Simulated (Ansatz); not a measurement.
## Rh: from a trial structure to a relaxed crystal

Level of theory: Ansatz 0.2.0, DFT PBE, scalar-relativistic, plane waves, PAW. Cutoff 420 eV, Γ-centred k mesh, Gaussian smearing, no spin polarisation in the final step.

This is the end of a relaxation of cell and atoms.

```
Rh
1.0
     4.33755    0.00000    0.00000
    -2.16877    3.75642    0.00000
     0.00000    0.00000    2.65766
Rh
3
Direct
  0.00000 0.00000 0.00000
  0.33333 0.66667 0.50000
  0.66667 0.33333 0.50000
```

Energies count from the standard state of Rh at the same level.

Task: What space group does it have?

Result: P6/mmm (No. 191). Conventional cell: a = 4.338 Å, c = 2.658 Å. Rh on Wyckoff site a (1 atom of the primitive cell) has 2 Rh at 2.66 Å and 12 Rh at 2.83 Å; Rh on Wyckoff site d (2 atoms of the primitive cell) has 3 Rh at 2.50 Å, 2 Rh at 2.66 Å and 6 Rh at 2.83 Å.

Task: How far above the standard state of Rh does it lie?

Result: 0.23 eV/atom.

Task: Is it a metal?

Result: Yes, bands cross the Fermi level on the 12×12×18 mesh.

The final run used a 12×12×18 mesh on its 3-atom cell and 0.10 eV smearing. For metals, differences of a few meV/atom aren't resolved. The cell came from a trial start, so Rh may not exist in this structure.